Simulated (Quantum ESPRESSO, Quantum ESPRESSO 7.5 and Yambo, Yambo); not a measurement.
## How the form of the self-energy moves the gap of BP (F-43m)

Wanted: the gap of BP (F-43m) under several approximations, with cost.

Main program and level: Quantum ESPRESSO 7.5 and Yambo 5.3.0; PBE and many-body steps on it, plane waves.

**1. Starting point**

It takes space group F-43m (No. 216, cubic). Conventional cell: a = 4.538 Å, b = 4.538 Å, c = 4.538 Å, α = 90.00°, β = 90.00°, γ = 90.00°. Nearest to B lie 4 P at 1.97 Å. P has 4 B at 1.97 Å nearest. Farther neighbours are not listed.

The cell and positions come from the Crystallography Open Database and are kept as given unless a step says otherwise.

**2. Empty states on the mesh, 8×8×8 mesh, 279 bands**

This step: Quantum ESPRESSO 7.5; DFT, PBE, plane waves, norm-conserving pseudopotentials.

The sums over transitions need many empty states on a uniform mesh; this step solves for them.

pw.in

```
&control
  calculation = 'nscf'
  prefix = 'x'
  outdir = 'o'
  pseudo_dir = 'pseudo'
/
&system
  ibrav = 0
  nat = 2
  ntyp = 2
  ecutwfc = 68.0
  nbnd = 279
  force_symmorphic = .true.
/
&electrons
  conv_thr = 1e-9
  electron_maxstep = 80
  diago_full_acc = .true.
  diago_thr_init = 5e-6
/
ATOMIC_SPECIES
  B 10.81 B.upf
  P 30.974 P.upf
CELL_PARAMETERS angstrom
  0.0000000000 2.2690000000 2.2690000000
  2.2690000000 0.0000000000 2.2690000000
  2.2690000000 2.2690000000 0.0000000000
ATOMIC_POSITIONS crystal
  B 0.0000000000 0.0000000000 0.0000000000
  P 0.2500000000 0.2500000000 0.2500000000
K_POINTS automatic
  8 8 8 0 0 0
```

Command:

```sh
$ OMP_NUM_THREADS=1 mpirun -n 4 pw.x -nk 4 -in pw.in > pw.out
```

Output:

```text
Program PWSCF v.7.5 starts

     This program is part of the open-source Quantum ESPRESSO suite
     for quantum simulation of materials; please cite
         "P. Giannozzi et al., J. Phys.:Condens. Matter 21 395502 (2009);
         "P. Giannozzi et al., J. Phys.:Condens. Matter 29 465901 (2017);
         "P. Giannozzi et al., J. Chem. Phys. 152 154105 (2020);
     in publications or presentations arising from this work. More details at

     Atomic positions and unit cell read from directory:
     o/x.save/

     Message from routine setup:
[...]
119.6314 119.6477 120.3250 120.3250 122.4675 122.4675 123.9991 125.4692
     [... 23 further rows ...]
   277.8436 279.0803 279.0803 279.6561 279.8156 279.8156 281.1667 282.1417
   282.1417 283.0662 283.0662 285.0292 285.2912 285.2912 286.4814

          k = 0.2652 0.2652-0.2652 (  1483 PWs)   bands (ev):

     [... further k-points ...]

     highest occupied, lowest unoccupied level (ev):     9.2413   10.5218

     XML data file, pseudopotentials, collected wavefunctions

=------------------------------------------------------------------------------=
   JOB DONE.
=------------------------------------------------------------------------------=
```

It took 44 s on 4 MPI ranks of Arm Neoverse V1, shared host; peak memory 0.37 GiB; 2.9 min of CPU time.

Numbers from this step:

- gap: 1.281 eV
- k of the valence top: 0, 0, 0
- k of the conduction bottom: 0, 0.375, 0.375
- least direct gap: 3.407 eV
- k points computed: 29
- lowest point of the top converged band, above the valence top: 277.0218 eV

On this mesh the gap is 1.281 eV.

The density comes from a self-consistent run that is not shown.

**3. Conversion and set-up**

This step: Yambo 5.3.0; conversion and set-up on PBE, plane waves, norm-conserving pseudopotentials.

The states are converted to the many-body program's format and the q mesh is built.

Command:

```sh
$ (cd o/x.save; p2y > p2y.log; mv SAVE ../..); yambo > setup.log
```

Output:

```text
 Yambo, version 5.3.0

 [02] CORE Variables Setup
 =========================

  [02.01] Unit cells
  ==================

  Cell kind             :  FCC
  Atoms in the cell     :  B  P
  number of B  atoms    :  1
  number of P  atoms    :  1

  List of atomic masses
  Mass of B     :  10.81000
  Mass of P     :  30.97400

  List of atomic coordinates    : [cc]
  B1       :  0.000000  0.000000  0.000000  order 1
  P1       :  2.143894  2.143894  2.143894  order 2

  Alat factors          :  4.287789  4.287789  4.287789 [a.u.]
  Direct lattice volume :  157.6631 [a.u.]
[...]
Q [ 1]         [rlu]:  0.000000  0.000000  0.000000
 Q [ 2]         [rlu]: -0.53086E-18 -0.53086E-18  0.12500
 Q [ 3]         [rlu]: -0.10617E-17 -0.10617E-17  0.25000
[...]
Q [ 8]         [rlu]: -0.28817E-16  0.12500      0.37500
 Q [ 9]         [rlu]:  0.55886E-16  0.12500      0.50000
 Q [10]         [rlu]:  0.21235E-17  0.12500     -0.37500
     [... 17 further rows ...]
 Q [28]         [rlu]:  0.125000 -0.500000 -0.375000
 Q [29]         [rlu]:  0.250000 -0.500000 -0.250000

  [03.01] X indexes
  =================

   [03.01.01] Sigma indexes
   ========================

 [06] Game Over & Game summary
```

Run time: 2.6 s. Hardware: 1 MPI rank; peak memory 0.24 GiB.

**4. G0W0, Godby-Needs plasmon pole**

Now the one-shot GW correction: screening in the RPA, then the self-energy of the levels asked for.

This step: G0W0 on PBE, plane waves, norm-conserving pseudopotentials.

gw2.in

```
HF_and_locXC
gw0
dyson
ppa
em1d
rim_cut
RandQpts= 1000000
RandGvec= 1 RL
EXXRLvcs= 68 Ry
VXCRLvcs= 272 Ry
Chimod= "HARTREE"
% BndsRnXp
 1 | 116 |
%
NGsBlkXp= 17 Ry
% LongDrXp
 1 | 1 | 1 |
%
% GbndRnge
 1 | 116 |
%
DysSolver= "n"
ExtendOut
PPAPntXp= 27.21138 eV
% QPkrange
 1 | 1 | 3 | 6 |
 18 | 18 | 3 | 6 |
%
```

Command:

```sh
$ OMP_NUM_THREADS=1 mpirun -n 4 yambo -F gw2.in -J gw2 -C gw2 > gw2.log
```

Output:

```text
 Yambo, version 5.3.0

 [02] CORE Variables Setup
 =========================

  [... cell, symmetries and grids as in the set-up ...]

  [02.05] Energies & Occupations
  ==============================

  [X] === General ===
  [X] Electronic Temperature                        :  0.000000  0.000000 [eV K]
  [X] Bosonic    Temperature                        :  0.000000  0.000000 [eV K]
  [X] Finite Temperature mode                       : no
  [X] El. density                                   :  0.34242E+24 [cm-3]
  [X] Fermi Level                                   :  9.241273 [eV]

  [X] === Gaps and Widths ===
  [X] Conduction Band Min                           :  1.280512 [eV]
  [X] Valence Band Max                              :  0.000000 [eV]
  [X] Filled Bands                                  :   4
  [X] Empty Bands                                   :    5  279
  [X] Direct Gap                                    :  3.406803 [eV]
  [X] Direct Gap localized at k                     :  1
  [X] Indirect Gap                                  :  1.280512 [eV]
  [X] Indirect Gap between kpts                     :   1  18
  [X] Last valence band width                       :  5.466754 [eV]
  [X] 1st conduction band width                     :  4.052812 [eV]

 [03] Transferred momenta grid and indexing
 ==========================================

 IBZ Q-points                                      :  29
 BZ  Q-points                                      :   512

 K/Q-points units:
 rlu = crystal or reduced units; cc = cartesian coordinates; iku = interal k-units

 Q [ 1]         [rlu]:  0.000000  0.000000  0.000000
 Q [ 2]         [rlu]: -0.53086E-18 -0.53086E-18  0.12500
 Q [ 3]         [rlu]: -0.10617E-17 -0.10617E-17  0.25000
 Q [ 4]         [rlu]: -0.12375E-16 -0.12375E-16  0.37500
 Q [ 5]         [rlu]:  0.21235E-17  0.21235E-17 -0.50000
 Q [ 6]         [rlu]: -0.45253E-17  0.12500      0.12500
 Q [ 7]         [rlu]: -0.74698E-17  0.12500      0.25000
 Q [ 8]         [rlu]: -0.28817E-16  0.12500      0.37500
 Q [ 9]         [rlu]:  0.55886E-16  0.12500      0.50000
 Q [10]         [rlu]:  0.21235E-17  0.12500     -0.37500
     [... 17 further rows ...]
 Q [28]         [rlu]:  0.125000 -0.500000 -0.375000
 Q [29]         [rlu]:  0.250000 -0.500000 -0.250000

 [04] Coloumb potential Random Integration (RIM)
 ===============================================

  [04.01] RIM initialization
  ==========================

  * Diagonal components only detected *

  8 x (sBL volume)        :  0.024583 [a.u.]
  sBZ random points       :  1000000
  Points outside the sBZ  :   7987327
  RL volume               :  1.573293 [a.u.]
  Integrated volume       :  1.575789 [a.u.]

  [04.02] RIM integrals
  =====================

  Gamma point sphere radius             :  0.052742 [a.u.]
  Points outside the sphere             :   799513
  [Int_sBZ(q=0) 1/q^2]*(Vol_sBZ)^(-1/3) =:  7.764325
                                 should be <:  7.795600

  Summary of Coulomb integrals for non-metallic bands |Q|[au] RIM/Bare

  Q [1] 0.100000E-4 0.995988 * Q [2] 0.158631 1.066458
  Q [6] 0.183171 1.065091 * Q [12] 0.259043 1.027253
  Q [7] 0.303755 1.020682 * Q [3] 0.317261 1.018308
  Q [13] 0.366342 1.014848 * Q [11] 0.399212 1.011996
  Q [22] 0.409583 1.011845 * Q [8] 0.448675 1.010056
  Q [14] 0.475892 1.009230 * Q [4] 0.475892 1.009072
[...]
Q [27] 0.660432 1.005345 * Q [24] 0.685363 1.005053
  Q [26] 0.703481 1.005038 * Q [21] 0.732684 1.004689
  Q [28] 0.755233 1.004511 * Q [20] 0.777128 1.004279
  Q [29] 0.819165 1.004071

 [WARNING] [Xp] User bands 1-116 break level degeneracy

 [05] Dipoles
 ============

  [05.01] Setup: observables and procedures
  =========================================

 [06] Dynamic Dielectric Matrix (PPA)
 ====================================

 [WR./gw2//ndb.pp]---------------------------------------------------------------
  Brillouin Zone Q/K grids (IBZ/BZ)                :    29   512    29   512
  RL vectors                                       :  2085 [WF]
  Coulomb cutoff potential                         : none
  Electronic Temperature                           :  0.000000 [K]
  Bosonic    Temperature                           :  0.000000 [K]
  PPA    diel. fun.  energies                      : Perdew, Burke & Ernzerhof(X)+Perdew, Burke & Ernzerhof(C)
  wavefunctions                                    : Perdew, Burke & Ernzerhof(X)+Perdew, Burke & Ernzerhof(C)
  Global Gauge                                     : length
  X matrix size                                    :  181
  X band range                                     :    1  116
  X e/h energy range                               : -1.000000 -1.000000 [eV]
  X Time ordering                                  : R
  X Hxc Kernel                                     : HARTREE
  X Drude frequency                                :  0.000000  0.000000
  X poles                                          :  100.0000 [o/o]
  RL vectors in the sum                            :  2085
  [r,Vnl] included                                 : yes
  Field direction                                  :  0.577350E-5  0.577350E-5  0.577350E-5
  BZ energy Double Grid                            : no
  BZ energy DbGd points                            : 0
  BZ Q point size factor                           : -1.000000
  X Optical Averaged directions                    : none

 [07] Local Exchange-Correlation + Non-Local Fock
 ================================================

 [VXC] Plane waves :  11935
 [EXS] Plane waves :  1471

 QP @ state[ 1 ] K range:  1  1
 QP @ state[ 1 ] b range:   3   6
 QP @ state[ 2 ] K range:  18  18
 QP @ state[ 2 ] b range:   3   6

 [xc] Functional : Perdew, Burke & Ernzerhof(X)+Perdew, Burke & Ernzerhof(C)
 [xc] LIBXC used to calculate xc functional
  PP Number of Atomic Species                      :  2
  NLCC RL compoments                               :  11935
  PP Number of Atomic Species                      :  2
  NLCC RL compoments                               :  11935

 [xc] E_xc :  -2.820910 [Ha]
      E_xc :  -5.641820 [Ry]

  Local XC kind (lXC) : Perdew, Burke & Ernzerhof(X)+Perdew, Burke & Ernzerhof(C)
  Non-Local XC kind (nlXC) : Hartree-Fock

  Corrections @ K [1] :  [eV]
 <3|nlXC|3> = -14.90583  0.43230E-18 <3|lXC|3> = -13.29750  0.27751E-20
 <4|nlXC|4> = -14.90581  0.16587E-17 <4|lXC|4> = -13.29750 -0.18866E-15
 <5|nlXC|5> = -7.342946  0.12032E-17 <5|lXC|5> = -12.02603  0.13811E-19
 <6|nlXC|6> = -7.342952 -0.30014E-17 <6|lXC|6> = -12.02603 -0.94408E-16

  Corrections @ K [18] :  [eV]
 <3|nlXC|3> = -15.78733 -0.23846E-17 <3|lXC|3> = -12.53017  0.23607E-16
 <4|nlXC|4> = -15.78745  0.11894E-16 <4|lXC|4> = -12.53017  0.94411E-16
 <5|nlXC|5> = -6.867622 -0.38022E-17 <5|lXC|5> = -11.02522  0.94409E-16
 <6|nlXC|6> = -5.938397 -0.27176E-17 <6|lXC|6> = -10.56584  0.47206E-16

 [08] Dyson equation: Newton solver
 ==================================

  [08.01] G0W0 (W PPA)
  ====================

  [  GW  ] Bands range     :    1  116
  [GW/PPA] G damping       :  0.100000 [eV]

  QP @ state[ 1 ] K range:  1  1
  QP @ state[ 1 ] b range:   3   6
  QP @ state[ 2 ] K range:  18  18
  QP @ state[ 2 ] b range:   3   6

   Sc/G bands                                       :    1  116
   Sc/G damping                                     :  0.100000 ev
   Sc bands terminator                              : no
   Sx RL components                                 :  1471

   QP @ state[ 1 ] K range                          :  1  1
   QP @ state[ 1 ] b range                          :   3   6
   QP @ state[ 2 ] K range                          :  18  18
   QP @ state[ 2 ] b range                          :   3   6
   GF energies kind                                 : Perdew, Burke & Ernzerhof(X)+Perdew, Burke & Ernzerhof(C)
   GF WF`s kind                                     : Perdew, Burke & Ernzerhof(X)+Perdew, Burke & Ernzerhof(C)
   Xs energies kind                                 : Perdew, Burke & Ernzerhof(X)+Perdew, Burke & Ernzerhof(C)
   Xs WF`s kind                                     : Perdew, Burke & Ernzerhof(X)+Perdew, Burke & Ernzerhof(C)

 [11] Game Over & Game summary
```

Wall time 7.6 min (4 MPI ranks); peak memory 1.6 GiB; 30 min of CPU time.

Numbers from this step:

| Item | Value |
| --- | --- |
| G0W0 gap on the points computed | 2.032 eV |
| starting gap on the mesh | 1.281 eV |
| k of the valence top | 0, 0, 0 |
| k of the conduction bottom | 0, 0.375, 0.375 |
| least direct G0W0 gap on the computed points | 4.287 eV |
| Z at the valence top | 0.7957 |
| Z at the conduction bottom | 0.8078 |

The gap on the mesh goes from 1.28 eV to 2.03 eV, a correction of +0.75 eV.

**5. One-shot COHSEX**

This step: one-shot COHSEX on PBE, plane waves, norm-conserving pseudopotentials.

gw4.in

```
HF_and_locXC
gw0
dyson
cohsex
em1s
rim_cut
RandQpts= 1000000
RandGvec= 1 RL
EXXRLvcs= 68 Ry
VXCRLvcs= 272 Ry
Chimod= "HARTREE"
% BndsRnXs
 1 | 116 |
%
NGsBlkXs= 17 Ry
% LongDrXs
 1 | 1 | 1 |
%
% GbndRnge
 1 | 116 |
%
DysSolver= "n"
ExtendOut
% QPkrange
 1 | 1 | 3 | 6 |
 18 | 18 | 3 | 6 |
%
```

Command:

```sh
$ OMP_NUM_THREADS=1 mpirun -n 4 yambo -F gw4.in -J gw4 -C gw4 > gw4.log
```

Output:

```text
 Yambo, version 5.3.0

 [02] CORE Variables Setup
 =========================

  [... cell, symmetries and grids as in the set-up ...]

  [02.05] Energies & Occupations
  ==============================

  [X] === General ===
  [X] Electronic Temperature                        :  0.000000  0.000000 [eV K]
  [X] Bosonic    Temperature                        :  0.000000  0.000000 [eV K]
  [X] Finite Temperature mode                       : no
  [X] El. density                                   :  0.34242E+24 [cm-3]
  [X] Fermi Level                                   :  9.241273 [eV]

  [X] === Gaps and Widths ===
  [X] Conduction Band Min                           :  1.280512 [eV]
  [X] Valence Band Max                              :  0.000000 [eV]
  [X] Filled Bands                                  :   4
  [X] Empty Bands                                   :    5  279
  [X] Direct Gap                                    :  3.406803 [eV]
  [X] Direct Gap localized at k                     :  1
  [X] Indirect Gap                                  :  1.280512 [eV]
  [X] Indirect Gap between kpts                     :   1  18
  [X] Last valence band width                       :  5.466754 [eV]
  [X] 1st conduction band width                     :  4.052812 [eV]

 [03] Transferred momenta grid and indexing
 ==========================================

 IBZ Q-points                                      :  29
 BZ  Q-points                                      :   512

 K/Q-points units:
 rlu = crystal or reduced units; cc = cartesian coordinates; iku = interal k-units

 Q [ 1]         [rlu]:  0.000000  0.000000  0.000000
 Q [ 2]         [rlu]: -0.53086E-18 -0.53086E-18  0.12500
 Q [ 3]         [rlu]: -0.10617E-17 -0.10617E-17  0.25000
[...]
[xc] Functional : Perdew, Burke & Ernzerhof(X)+Perdew, Burke & Ernzerhof(C)
 [xc] LIBXC used to calculate xc functional
  PP Number of Atomic Species                      :  2
  NLCC RL compoments                               :  11935
  PP Number of Atomic Species                      :  2
  NLCC RL compoments                               :  11935

 [xc] E_xc :  -2.820910 [Ha]
      E_xc :  -5.641820 [Ry]

  Local XC kind (lXC) : Perdew, Burke & Ernzerhof(X)+Perdew, Burke & Ernzerhof(C)
  Non-Local XC kind (nlXC) : Hartree-Fock

  Corrections @ K [1] :  [eV]
 <3|nlXC|3> = -14.90583  0.43230E-18 <3|lXC|3> = -13.29750  0.27751E-20
 <4|nlXC|4> = -14.90581  0.16587E-17 <4|lXC|4> = -13.29750 -0.18866E-15
 <5|nlXC|5> = -7.342946  0.12032E-17 <5|lXC|5> = -12.02603  0.13811E-19
[...]
Corrections @ K [18] :  [eV]
[...]
<5|nlXC|5> = -6.867622 -0.38022E-17 <5|lXC|5> = -11.02522  0.94409E-16
 <6|nlXC|6> = -5.938397 -0.27176E-17 <6|lXC|6> = -10.56584  0.47206E-16

 [08] Dyson equation: Newton solver
 ==================================

 [Newton] Sc step       :  0.100000 [eV]
 [Newton] Sc steps      :  1

  [08.01] G0W0 (COHSEX)
  =====================

  [  GW  ] Bands range     :   1   6

  QP @ state[ 1 ] K range:  1  1
  QP @ state[ 1 ] b range:   3   6
  QP @ state[ 2 ] K range:  18  18
  QP @ state[ 2 ] b range:   3   6

   Sc Empty Bands                                   : no
   Sc bands terminator                              : no
   Sx RL components                                 :  1471

   QP @ state[ 1 ] K range                          :  1  1
   QP @ state[ 1 ] b range                          :   3   6
   QP @ state[ 2 ] K range                          :  18  18
   QP @ state[ 2 ] b range                          :   3   6
   GF WF`s kind                                     : Perdew, Burke & Ernzerhof(X)+Perdew, Burke & Ernzerhof(C)
   Xs energies kind                                 : Perdew, Burke & Ernzerhof(X)+Perdew, Burke & Ernzerhof(C)
   Xs WF`s kind                                     : Perdew, Burke & Ernzerhof(X)+Perdew, Burke & Ernzerhof(C)

 [11] Game Over & Game summary
```

The job ended after 4.4 min (4 MPI ranks; peak memory 1.6 GiB).

This step gave:

```yaml
quasiparticle_gap_on_the_points_computed: 2.691 eV
starting_gap_on_the_mesh: 1.281 eV
k_of_the_valence_top: 0, 0, 0
k_of_the_conduction_bottom: 0, 0.375, 0.375
least_direct_quasiparticle_gap_on_the_computed_points: 4.891 eV
z_at_the_valence_top: 1
z_at_the_conduction_bottom: 1
```

Against G0W0 in Yambo (8×8×8 mesh, 116 bands, screening to 231.3 eV, Godby-Needs plasmon pole), the gap moves by +0.659 eV.

**6. One-shot Hartree-Fock**

This step: one-shot Hartree-Fock on PBE, plane waves, norm-conserving pseudopotentials.

gw5.in

```
HF_and_locXC
rim_cut
RandQpts= 1000000
RandGvec= 1 RL
EXXRLvcs= 68 Ry
VXCRLvcs= 272 Ry
% QPkrange
 1 | 1 | 3 | 6 |
 18 | 18 | 3 | 6 |
%
```

Command:

```sh
$ OMP_NUM_THREADS=1 mpirun -n 4 yambo -F gw5.in -J gw5 -C gw5 > gw5.log
```

Output:

```text
 Yambo, version 5.3.0

 [02] CORE Variables Setup
 =========================

  [... cell, symmetries and grids as in the set-up ...]

  [02.05] Energies & Occupations
  ==============================

  [X] === General ===
  [X] Electronic Temperature                        :  0.000000  0.000000 [eV K]
  [X] Bosonic    Temperature                        :  0.000000  0.000000 [eV K]
  [X] Finite Temperature mode                       : no
  [X] El. density                                   :  0.34242E+24 [cm-3]
[...]
[xc] E_xc :  -2.820910 [Ha]
      E_xc :  -5.641820 [Ry]

  Local XC kind (lXC) : Perdew, Burke & Ernzerhof(X)+Perdew, Burke & Ernzerhof(C)
  Non-Local XC kind (nlXC) : Hartree-Fock

  Corrections @ K [1] :  [eV]
 <3|nlXC|3> = -14.90583  0.43230E-18 <3|lXC|3> = -13.29750  0.27751E-20
 <4|nlXC|4> = -14.90581  0.16587E-17 <4|lXC|4> = -13.29750 -0.18866E-15
 <5|nlXC|5> = -7.342946  0.12032E-17 <5|lXC|5> = -12.02603  0.13811E-19
[...]
Corrections @ K [18] :  [eV]
[...]
<5|nlXC|5> = -6.867622 -0.38022E-17 <5|lXC|5> = -11.02522  0.94409E-16
 <6|nlXC|6> = -5.938397 -0.27176E-17 <6|lXC|6> = -10.56584  0.47206E-16

 [08] Game Over & Game summary
```

It took 6.8 s on 4 MPI ranks; peak memory 1.3 GiB.

This step gave:

* quasiparticle gap on the mesh: 7.046 eV
* starting gap on the mesh: 1.281 eV
* k of the valence top: 0, 0, 0
* k of the conduction bottom: 0, 0.375, 0.375
* least direct quasiparticle gap on the computed points: 9.698 eV

Against G0W0 in Yambo (8×8×8 mesh, 116 bands, screening to 231.3 eV, Godby-Needs plasmon pole), the gap moves by +5.014 eV.

**7. Side by side**

Times are wall times on 4 MPI ranks of Arm Neoverse V1, shared host, good to a factor of about two.

| run | mesh | bands | screening cutoff (eV) | DFT gap (eV) | gap on the mesh (eV) | direct (eV) | time |
| --- | --- | --- | --- | --- | --- | --- | --- |
| G0W0, Godby-Needs plasmon pole | 8×8×8 | 116 | 231.3 | 1.281 | 2.032 | 4.287 | 7.6 min |
| one-shot COHSEX | 8×8×8 | 116 | 231.3 | 1.281 | 2.691 | 4.891 | 4.4 min |
| one-shot Hartree-Fock | 8×8×8 | - | - | 1.281 | 7.046 | 9.698 | 6.8 s |

**8. Summary of results**

```
G0W0, Godby-Needs plasmon pole : 2.032 eV
one-shot COHSEX                : 2.691 eV
one-shot Hartree-Fock          : 7.046 eV
known limits                   : not at the basis limit
```

In words: One-shot COHSEX: +0.659 eV against G0W0, Godby-Needs plasmon pole. One-shot Hartree-Fock: +5.014 eV against G0W0, Godby-Needs plasmon pole. Bare exchange alone opens the gap to 7.05 eV; against G0W0, correlation takes back 5.01 eV. Static COHSEX lies above G0W0: it lacks the factor Z and overstates the Coulomb hole of the filled states. Bands and cutoff are finite, so the gap is not at the basis limit. The miss can reach some tenths of an eV and take either sign; the mesh is an error of its own.

[Paths, hosts, dates, memory and timing lines, banners, echoed tables and standing remarks are left out of the program output.]

[Logs are printed without paths, hosts, clocks, repeated set-up lines and the standing remarks that a program may print on its own settings, such as how far it seeks lower states.]

[Runs of the session that timed out or met a known fault of the program may be left out.]

[Hosts, paths, dates, database ids (printed as entryN), source tags and the programs' standing remarks are cut or masked in the printed files.]
